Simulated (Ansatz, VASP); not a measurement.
One calculation of Be, two programs

```
Be
1.0
     2.28530    0.00000    0.00000
    -1.14265    1.97913    0.00000
     0.00000    0.00000    3.58420
Be
2
Direct
  0.66667 0.33333 0.75000
  0.33333 0.66667 0.25000
```

Alike in both runs: task relaxation of cell and atoms; functional PBEsol; dispersion D3(BJ); k mesh 13 × 13 × 8; occupations fermi-dirac, width 0.05 eV; no spin polarisation.

```csv
,VASP,Ansatz
version,VASP 6.6.1,Ansatz 0.2.0
potentials or method,"VASP PAW PBE potentials, release 64 (Be)",Ansatz PAW
plane-wave cutoff (eV),600,420
valence electrons in the cell,4,4
```

Ansatz gave:

| Item | Value |
| --- | --- |
| gap on the k mesh at the Fermi level, each at its own relaxed structure (eV) | none |
| relaxed volume (Å³/atom) | 7.49 |
| relaxed cell length with the largest relative difference (Å) | 3.495 |
| energy change over the relaxation (meV/atom) | -18 |

Task: Estimate VASP's values.

Result: gap on the k mesh at the Fermi level, each at its own relaxed structure (eV): none; relaxed volume (Å³/atom): 7.51; relaxed cell length with the largest relative difference (Å): 3.497; energy change over the relaxation (meV/atom): -17.

A gap of «none» marks a metal or a gap that the smearing closes.

Caveats: pairwise dispersion overbinds metals, which lowers pressure and volume; the PAW data sets were made with another functional, which shifts forces and pressure a little (VASP); the plane-wave basis is chosen anew once the cell has moved, so the energies of steps on either side of that aren't comparable (Ansatz); the PAW data sets come from PBE, with cores solved anew for the run's functional, which leaves a small shift of forces and pressure (Ansatz).
